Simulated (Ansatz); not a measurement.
# BaTiO3 (P4mm) in Ansatz: band structure with PBE0

Aim: the band structure of BaTiO3 with PBE0.

Program: Ansatz 0.2.0. These are calculated values, not measurements. Logs are shortened: lines on timing, memory, paths and dates and some standing lists are left out, and cuts for length are marked.

## (1) The crystal as given

It takes space group P4mm (No. 99, tetragonal). The conventional cell has a = 4.000 Å, b = 4.000 Å, c = 4.018 Å, α = 90.00°, β = 90.00°, γ = 90.00°. Around Ba (site symmetry 4mm) lie 12 O at 2.79 to 2.88 Å. Around Ti (site symmetry 4mm) lie 6 O at 1.89 to 2.13 Å. O (site symmetry 2mm) has 2 Ti at 2.00 Å as nearest neighbours. O (site symmetry 4mm) is surrounded by 2 Ti at 1.89 to 2.13 Å.

## (2) Band structure, PBE0

File input:

```
crystal:
  lattice:
    - [3.9998, 0.0, 0.0]
    - [0.0, 3.9998, 0.0]
    - [0.0, 0.0, 4.018]
  atoms:
    - { symbol: Ba, position: [0.0, 0.0, 0.0] }
    - { symbol: Ti, position: [0.5, 0.5, 0.49] }
    - { symbol: O, position: [0.0, 0.5, 0.517] }
    - { symbol: O, position: [0.5, 0.0, 0.517] }
    - { symbol: O, position: [0.5, 0.5, 0.019] }
hamiltonian:
  xc: pbe0
  pseudopotentials: { kind: paw }
kpoints:
  mp_grid: { grid: [6, 6, 6] }
  band_path:
    path:
      - [[0.0, 0.0, 0.0], [0.0, 0.5, 0.0], [0.5, 0.5, 0.0], [0.0, 0.0, 0.0], [0.0, 0.0, 0.5], [0.0, 0.5, 0.5], [0.5, 0.5, 0.5], [0.0, 0.0, 0.5]]
      - [[0.0, 0.5, 0.0], [0.0, 0.5, 0.5]]
      - [[0.5, 0.5, 0.0], [0.5, 0.5, 0.5]]
    npoints: 4
scf:
  occupations: { method: fermi_dirac, width: 0.05 }
  n_extra_bands: 12
output:
  forces: true
  stress: true
  eigenvalues: true
  fatbands: false
```

Potentials or basis: Ansatz PAW.

The log of the run:

```text
Warning: output.stress: scf.convergence.dr2_threshold = 1e-7 eV (the SCF's general default) is looser than the 5e-10 eV advised for a printed stress (1e-10 eV for each atom of the cell: 5). What an SCF threshold leaves in a stress goes as its square root, and in the free energy as the threshold itself, and one threshold admits the most on a small cell: of the crystals measured, under no hybrid functional and no lock of the moments, on runs that ended without the residual-converged pass, on stresses that held no estimate of that error, the worst erred by over 100 MPa in a component at 1e-7 eV an atom and by under 5 at 1e-10. Set scf.convergence.dr2_threshold to 5e-10 eV or tighter. The threshold is an SCF's pass mark: one that does not reach it within its budget of iterations ends unconverged, or closes short of it on a stop that the run arms, and scf.convergence.dr2_threshold's page says what that costs each kind of run
Warning: output.stress: scf.exx.energy_threshold = 1e-6 eV is looser than the 5e-8 eV advised for a stress under a hybrid functional (1e-8 eV for each atom of the cell: 5). Every SCF of the exchange loop can meet its threshold on dr2 while the loop round them stops early: no threshold on dr2 bounds what that leaves in the stress. Set scf.exx.energy_threshold to 5e-8 eV or tighter. The threshold is the loop's pass mark: a loop that does not reach it within its budget of cycles ends unconverged, and scf.exx.energy_threshold's page has the law
scf.n_extra_bands = 12 over 20 filled bands (N_el = 40.0): the run solves 32 bands
GPUs: using 1 of 1 available (devices: 1).
Engine: ansatz 0.2.0, x86_64-unknown-linux-gnu
Pseudopotentials: kind: paw
Pseudopotential: Ba, paw, valence charge 10, recommended cutoff 420 eV (normal), Ba.paw.azcp
Pseudopotential: Ti, paw, valence charge 12, recommended cutoff 420 eV (normal), Ti.paw.azcp
Pseudopotential: O, paw, valence charge 6, recommended cutoff 420 eV (normal), O.paw.azcp
Functional definition: PBE0
  parameter a = 0.25
  parameter kappa = 0.804
  parameter beta = 0.06672455060314922
  exchange = (1 - a)*pbe_x(kappa = kappa, mu = beta*pi^2/3) + a*exact_x
  correlation = pbe_c(beta = beta)
device memory: the entry about to start is reckoned to put 1.4 GiB on a device that reports 69.2 GiB free (of which the cap on the GPU budget leaves the run 18.0 GiB)
GPU FFT provider: cuFFT
GPU libraries: cuBLAS 13.8.2, cuFFT 12.4.0, cuSOLVER 12.3.4
Crystal: 5 atoms, lattice volume = 64.282 Å³
Basis set: ecut = 420 eV, 1237 PW (Γ), exchange–correlation on 54×54×54 points (8 copies of the dense FFT grid, shifted against one another)
Bands: 32, of which v1, the nominal top of the filled ones, is band 20 counted from 1 (19 counted from 0)
Symmetry: 8 space group operations
Space group: P4mm (ITA 99), of the structure as read, at distance tolerance 4.0e-5 Å
k-points: 40 of 216 (time reversal used)
Non-local potential: Ba, projectors of the file, l = 0: 3, l = 1: 2, l = 2: 2, l = 3: 2
Non-local potential: Ti, projectors of the file, l = 0: 3, l = 1: 2, l = 2: 3, l = 3: 1
Non-local potential: O, projectors of the file, l = 0: 2, l = 1: 2, l = 2: 1
PAW form: soft (Blöchl's): semilocal exchange-correlation on the pseudo side does not see the compensation charge
[... 64 lines left out ...]
SCF iter   2: F=-10162.942640 eV  HF=-10162.942640 eV  |F-HF|=1.31e-10  |Δ(HF+E_count)|=   1.78e-9  Δρ=1.11e-6  dr2=1.08e-9  ethr=1.28e-11  ⟨swp⟩=3.3  Hψ=2570  notcnv=0
SCF 4 converged in 2 iterations: F = -10162.942640 eV  dr2 = 1.08e-9
  Residual-converged pass: ⟨swp⟩=3.1  Hψ=2856  notcnv=0  max |occ|·‖R‖ = 1.0e-6 eV (tolerance 1.1e-6 eV)  dr2=1.08e-9  dr2_onsite=8.58e-11  max |Δocc| = 1.9e-28
hybrid outer 3: dexx = +2.563e-9 eV, tail = 2.41e-9 eV, Δε = 1.41e-4 eV (about 2.90e-5 eV left of the loop's levels), ΔF = 1.25e-4 eV/Å (tail 3.40e-4)
device memory: the entry about to start is reckoned to put 0.6 GiB on a device that reports 62.1 GiB free (of which the cap on the GPU budget leaves the run 18.0 GiB)
NSCF: frozen V_eff on 39 k-points, pencils in batches of 32, up to order 144
hybrid SCF converged: 3 outer / 17 inner (+2 warm-up), last move |dexx| = 2.56e-9 eV, tail = 2.41e-9 eV
Stability not checked: this state was not tested for a lower state beside it, because the functional holds exact exchange (a hybrid, or Hartree-Fock), whose exchange loop this test does not read (fock_operator; see scf.lower_state_search)
Free energy (F): -10162.942640 eV
Frozen-core exchange: fock
Harris-Foulkes:  -10162.942640 eV  (|F-HF|=1.31e-10)
Internal energy: -10162.942640 eV  (E = F + TS)
E sigma→0 (E₀):  -10162.942640 eV
Fermi energy:    10.905588 eV
--- Per-component energies (eV) ---
  E_band       = -241.097532
  E_kinetic    = 971.870888
  E_local      = -2089.253432  (includes V_loc(G=0)·N_el)
  E_nonlocal   = 196.570984
  E_hartree    = 813.243680
  E_xc         = -380.133645
  E_vxc        = -422.761523  (∫ρ·V_xc dr)
  E_exx        = -133.589307  (= α·E_x^exact, valence–valence)
  E_paw        = -6724.885152  (= ΣΔE_a)
  E_vpaw       = -256.840313  (= ΣTr[D̂ρ^β])
  E_aug_tail   = 0.007366  (compensation charges beyond the density's cutoff)
  E_ewald      = -2816.377938
  E_core_change = -0.396082  (= ΣΔE_core)
  E_smearing   = -0.000000  (= −TS)
  E_closure    = -0.000002  (closes the sum)
  Σ components = -10162.942640   (vs F -10162.942640, Δ=1.82e-12)
--- Forces (eV/Å), atoms counted from 1 ---
  atom   1  Ba     0.00000000     0.00000000     0.03781998
  atom   2  Ti    -0.00000000     0.00000000    -0.29997307
  atom   3  O     -0.00000000    -0.00000000    -0.15195969
  atom   4  O     -0.00000000    -0.00000000    -0.15195969
  atom   5  O      0.00000000     0.00000000     0.56602434
  max |Σ_I F_I| component: 4.81e-5 eV/Å
--- Stress (GPa, compression-positive) ---
       -3.326538       0.000000       0.000000
        0.000000      -3.326538       0.000000
        0.000000       0.000000      -2.619338
  P = ⅓ Tr σ = -3.0908 GPa (-30.908 kbar)
--- Band table (eV; the first three rows and the last of 40) ---
  k-point 0: bands = ["-52.0745", "-26.6638", "-26.6279", "-26.6279", "-17.1530", "-9.6282", "-8.9662", "-8.8985", "-1.3218", "-1.3218", "-1.3198", "6.3270", "6.3544", "6.3544", "7.5673", "7.5673", "7.6581", "8.6352", "8.6769", "8.6769", "12.8792", "13.0835", "13.0835", "15.0392", "15.1372", "16.2622", "16.3349", "18.6486", "20.0059", "20.0059", "20.0198", "23.8839"]
  k-point 1: bands = ["-52.0744", "-26.6763", "-26.6271", "-26.6271", "-17.1183", "-9.6351", "-8.9461", "-8.8902", "-1.2732", "-1.2732", "-1.2006", "5.8370", "6.2703", "6.2703", "7.3037", "7.3037", "7.4438", "8.0308", "8.5406", "8.5406", "12.9152", "13.5636", "13.5636", "15.0393", "15.8422", "16.7629", "16.8627", "19.3384", "19.9197", "20.3187", "20.3187", "23.8634"]
  k-point 2: bands = ["-52.0740", "-26.7014", "-26.6255", "-26.6255", "-17.0472", "-9.7485", "-8.8735", "-8.7877", "-1.1717", "-1.1717", "-0.9613", "4.8838", "6.0220", "6.0220", "6.9538", "6.9538", "7.0617", "7.1608", "8.2996", "8.2996", "12.9894", "14.4347", "14.4347", "15.0412", "16.8754", "17.8228", "18.1228", "19.7184", "20.9381", "20.9381", "21.0486", "23.2916"]
  k-point 39: bands = ["-52.0723", "-26.7054", "-26.6720", "-26.6720", "-16.8413", "-8.7496", "-8.6457", "-8.6457", "-2.1323", "-2.1323", "-2.1060", "3.9082", "4.6731", "4.7178", "6.3626", "6.3626", "6.3958", "8.8017", "8.8017", "8.8916", "15.5768", "15.5768", "15.5974", "17.8769", "18.0436", "18.0436", "19.1783", "19.3552", "21.8414", "21.8927", "23.3179", "23.3323"]
```

Wall time 1.9 min (1 × NVIDIA H100 80GB HBM3 with 2 threads of AMD EPYC 7R13 (Zen 3), shared host); peak memory 4.4 GiB.

What came out:

```yaml
Free_energy: -10162.9426 eV
Pressure: -3.1 GPa
Largest_force: 0.566 eV/Å
Band_gap_on_the_k_mesh: 3.99 eV, indirect (least direct gap 4.20 eV)
Band_gap_along_the_path: 3.99 eV, indirect (least direct gap 4.20 eV)
```

Forces in eV/Å, atoms in the order of the input:
```
Ba   0.000  0.000  0.038
Ti   0.000  0.000 -0.300
O    0.000  0.000 -0.152
O    0.000  0.000 -0.152
O    0.000  0.000  0.566
```

Levels at the corners of the path, in eV from the valence-band top:
| point | band 17 | band 18 | band 19 | band 20 | band 21 | band 22 | band 23 | band 24 |
| --- | --- | --- | --- | --- | --- | --- | --- | --- |
| Γ | -1.23 | -0.26 | -0.21 | -0.21 | 3.99 | 4.19 | 4.19 | 6.15 |
| X | -1.92 | -1.81 | -0.95 | -0.86 | 4.33 | 5.90 | 5.92 | 6.21 |
| M | -1.95 | -1.00 | -1.00 | -0.06 | 5.95 | 5.95 | 6.47 | 6.95 |
| Γ | -1.23 | -0.26 | -0.21 | -0.21 | 3.99 | 4.19 | 4.19 | 6.15 |
| Z | -2.05 | -2.00 | -0.70 | -0.70 | 4.14 | 5.96 | 5.96 | 6.15 |
| R | -1.89 | -0.93 | -0.91 | -0.14 | 5.94 | 5.98 | 6.43 | 7.09 |
| A | -2.50 | -0.09 | -0.09 | 0.00 | 6.69 | 6.69 | 6.71 | 8.99 |
| Z | -2.05 | -2.00 | -0.70 | -0.70 | 4.14 | 5.96 | 5.96 | 6.15 |
| X | -1.92 | -1.81 | -0.95 | -0.86 | 4.33 | 5.90 | 5.92 | 6.21 |
| R | -1.89 | -0.93 | -0.91 | -0.14 | 5.94 | 5.98 | 6.43 | 7.09 |
| M | -1.95 | -1.00 | -1.00 | -0.06 | 5.95 | 5.95 | 6.47 | 6.95 |
| A | -2.50 | -0.09 | -0.09 | 0.00 | 6.69 | 6.69 | 6.71 | 8.99 |

Caveat: the pressure holds a Pulay correction of +0.4 GPa for the finite cutoff; spin-orbit coupling is left out, which moves the levels of the heavy elements; the PAW data sets come from PBE, with cores solved anew for the run's functional, which leaves a small shift of forces and pressure; the thresholds are loose for stress.
